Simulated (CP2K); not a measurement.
The system is BAs.

```xyz
2
Lattice="2.9344 0.0000 0.0000 0.0000 2.9344 0.0000 0.0000 0.0000 2.9344" Properties=species:S:1:pos:R:3 pbc="T T T"
B     1.4672    1.4672    1.4672
As    0.0000    0.0000    0.0000
```

The cell was built by a generator and needn't be a form met in nature.

Program: CP2K 2026.2. Alike in all runs: task atomic charges; potentials or basis POTENTIAL_UZH B GTH-PBE-q3, As GTH-PBE-q5; TZVP-MOLOPT-PBE-GTH basis; no spin polarisation; cell as given; k mesh 9 × 9 × 9; smearing fermi-dirac 0.05 eV.

Order these runs on this cell by their pressure, lowest first.
A. level OLYP
B. level MS2
C. level PW91
D. level LDA

A (-3.9 GPa), D (-0.6 GPa), C (2.5 GPa), B (4.5 GPa).

Caveats: the potentials were made for another functional, which shifts forces and pressure; the basis of atomic orbitals isn't converged, which shifts pressures, moduli and gaps.

Runs at the PBE level aren't shown here.
